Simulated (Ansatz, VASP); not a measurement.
## One calculation of AlN, two programs

INCAR

```
SYSTEM = AlN
PREC = Accurate ; ENCUT = 520
EDIFF = 1E-6 ; ISMEAR = 0
SIGMA = 0.05 ; LREAL = .False.
LASPH = .True. ; NELM = 60
ALGO = Normal ; ISIF = 2
LWAVE = .False. ; LCHARG = .False.
NBANDS = 16
```

Contents of KPOINTS:

```
regular mesh
0
Gamma
  8 8 6
  0 0 0
```

Contents of POSCAR:

```
AlN
1.0
    0.0000000000     -2.0055201245     -2.0055201245
    0.0000000000      2.0055201245     -2.0055201245
    4.0110402489      0.0000000000      0.0000000000
Al N
2 2
Direct
    0.5111691724      0.4888308276      0.0000000000
   -0.0111691724      0.0111691724      0.5000000000
    0.4954255797      0.5045744203      0.5000000000
    0.0045744203      0.9954255797      0.0000000000
```

Input for Ansatz:

```yaml
crystal:
  lattice:
    - [0.0, -2.0055201245, -2.0055201245]
    - [0.0, 2.0055201245, -2.0055201245]
    - [4.0110402489, 0.0, 0.0]
  atoms:
    - { symbol: Al, position: [0.5111691724, 0.4888308276, 0.0] }
    - { symbol: Al, position: [-0.0111691724, 0.0111691724, 0.5] }
    - { symbol: "N", position: [0.4954255797, 0.5045744203, 0.5] }
    - { symbol: "N", position: [0.0045744203, 0.9954255797, 0.0] }
basis:
  ecutwfc: 520.0
kpoints:
  mp_grid: { grid: [8, 8, 6] }
hamiltonian:
  xc: lda
scf:
  occupations: { method: gaussian, width: 0.05 }
output:
  forces: true
  stress: true
  eigenvalues: true
```

Change from the starting cell: mode 4 frozen in at -0.045 Å, equal normal strain along x, y and z +0.0000.

Alike in both runs: task single point; functional LDA; k mesh 8 × 8 × 6; occupations gaussian, width 0.05 eV; no spin polarisation.

|  | VASP | Ansatz |
| --- | --- | --- |
| version | VASP 6.6.1 | Ansatz 0.2.0 |
| potentials or method | VASP PAW LDA potentials, release 64 (Al, N) | scalar-relativistic, plane waves, PAW |
| plane-wave cutoff (eV) | 520 | 520 |
| valence electrons in the cell | 16 | 16 |

```tsv
	VASP	Ansatz	Ansatz less VASP
gap on the k mesh at the Fermi level (eV)	4.68	4.69	+0.013
least direct gap on the mesh (eV)	4.69	4.71	+0.013
pressure (GPa)	0.8	0.2	-0.61
largest component of the traceless stress (GPa)	0.32	0.32	-0.004
rms of the force components (eV/Å)	0.210	0.208	-0.0021
```

Atom by atom the forces differ by 0.004 eV/Å (rms over components).

A k mesh can miss the band edges.
